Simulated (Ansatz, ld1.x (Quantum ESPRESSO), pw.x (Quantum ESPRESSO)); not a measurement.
## What a changed setting does to a pw.x run (bcc Si)

Potential: norm-conserving RRKJ (Kleinman–Bylander form), ld1.x (Quantum ESPRESSO) 7.5, PBE; core [Ne], reference 3s2 3p2; waves: 3s (bound): rc 1.45 bohr; 3p (bound): rc 1.85 bohr; 3d channel at 0.25 Ry: rc 1.70 bohr; local part: the d channel; core correction: Bessel-smoothed model core inside 1.00 bohr; rho0 0.01.

The reference run (k-mesh 15³, cutoffs 50/200 Ry, Fermi–Dirac 0.01 Ry, mixing_beta 0.4, conv_thr 1e-9, no spin) gives -0.41 GPa at 14.593 Å³/atom, where all-electron LAPW gives 0.35 GPa. This run, with its own iteration cap, changes mixing_mode to local-TF.

```
&control
  calculation='scf', prefix='x', pseudo_dir='./', outdir='./tmp', tstress=.true., disk_io='none'
/
&system
  ibrav=0, nat=1, ntyp=1, ecutwfc=50, ecutrho=200, nbnd=9,
  occupations='smearing', smearing='fd', degauss=0.01
/
&electrons
  conv_thr=1e-09, mixing_beta=0.4, electron_maxstep=50, mixing_mode='local-TF'
/
ATOMIC_SPECIES
Si 1.0 Si.UPF
CELL_PARAMETERS angstrom
  -1.53943562 1.53943562 1.53943562
  1.53943562 -1.53943562 1.53943562
  1.53943562 1.53943562 -1.53943562
ATOMIC_POSITIONS crystal
Si 0.0000 0.0000 0.0000
K_POINTS automatic
15 15 15 0 0 0
```

```bash
pw.x < Si.scf.in > Si.scf.out
```

Task: How does the run end?

Result: It converges in 10 iterations; the free energy moves by +0.0 meV/atom and the pressure by +0.00 GPa. The result is that of the reference run.

```
Message from routine setup:
     using ibrav=0 with symmetry is DISCOURAGED, use correct ibrav instead
     lattice parameter (alat)  =       5.0387  a.u.
     unit-cell volume          =      98.4784 (a.u.)^3
     number of electrons       =         4.00
     number of Kohn-Sham states=            9
     kinetic-energy cutoff     =      50.0000  Ry
     charge density cutoff     =     200.0000  Ry
     scf convergence threshold =      1.0E-09
     Exchange-correlation= PBE
     number of k points=   120  Fermi-Dirac smearing, width (Ry)=  0.0100
     iteration #  1     ecut=    50.00 Ry     beta= 0.40
     total energy              =     -18.05613685 Ry
     estimated scf accuracy    <       0.00405017 Ry
     iteration #  2     ecut=    50.00 Ry     beta= 0.40
     total energy              =     -18.05525075 Ry
     estimated scf accuracy    <       0.00196033 Ry
     iteration #  3     ecut=    50.00 Ry     beta= 0.40
     total energy              =     -18.05538840 Ry
     estimated scf accuracy    <       0.00000026 Ry
     iteration #  4     ecut=    50.00 Ry     beta= 0.40
     total energy              =     -18.05539711 Ry
     estimated scf accuracy    <       0.00000018 Ry
     iteration #  5     ecut=    50.00 Ry     beta= 0.40
     total energy              =     -18.05539922 Ry
     estimated scf accuracy    <       0.00000021 Ry
     iteration #  6     ecut=    50.00 Ry     beta= 0.40
     total energy              =     -18.05539698 Ry
     estimated scf accuracy    <       0.00000332 Ry
     iteration #  7     ecut=    50.00 Ry     beta= 0.40
     total energy              =     -18.05539722 Ry
     estimated scf accuracy    <          5.6E-09 Ry
     iteration #  8     ecut=    50.00 Ry     beta= 0.40
     total energy              =     -18.05539721 Ry
     estimated scf accuracy    <       0.00000001 Ry
     iteration #  9     ecut=    50.00 Ry     beta= 0.40
     total energy              =     -18.05539721 Ry
     estimated scf accuracy    <          1.6E-09 Ry
     iteration # 10     ecut=    50.00 Ry     beta= 0.40
     the Fermi energy is    10.4629 ev
!    total energy              =     -18.05539721 Ry
     estimated scf accuracy    <          8.4E-11 Ry
     smearing contrib. (-TS)   =      -0.00186331 Ry
     The total energy is F=E-TS. E is the sum of the following terms:
     one-electron contribution =       4.73306565 Ry
     hartree contribution      =       0.02934580 Ry
     xc contribution           =     -12.80812485 Ry
     ewald contribution        =     -10.00782050 Ry
     convergence has been achieved in  10 iterations
          total   stress  (Ry/bohr**3)                   (kbar)     P=       -4.13
     Message from routine punch:
     Nothing written, as per user request (disk_io='none')
```

The run took about 10 s on one core of a shared host (Neoverse-V1, 32 threads, 247 GiB, load 16).
